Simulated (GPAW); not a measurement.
The system is CdSe.

```xyz
2
Lattice="0.0000 3.0703 3.0703 3.0703 0.0000 3.0703 3.0703 3.0703 0.0000" Properties=species:S:1:pos:R:3 pbc="T T T"
Cd    0.0000    0.0000    0.0000
Se    1.5351    1.5351    1.5351
```

Measurements of this composition are mostly on another form, of space group No. 186.

Base run:

| Quantity | Value |
| --- | --- |
| Program | GPAW 26.7.0 |
| Functional | BLYP |
| Potentials or basis | PAW data sets generated in the run's folder for this functional |
| Cutoff | 600 eV |
| Basis | pw |
| k mesh | 8 × 8 × 8 |
| Occupations | fermi-dirac, width 0.05 eV |
| Spin | no spin polarisation |

Its results: band gap on the k mesh 0.47 eV, direct; pressure 3.8 GPa.

**Question.** The run is repeated on the same cell with these changes: functional from BLYP to PBEsol; band points from 80 to 100. What comes out?

**Answer.** Band gap on the k mesh 0.42 eV, direct; pressure -1.6 GPa.
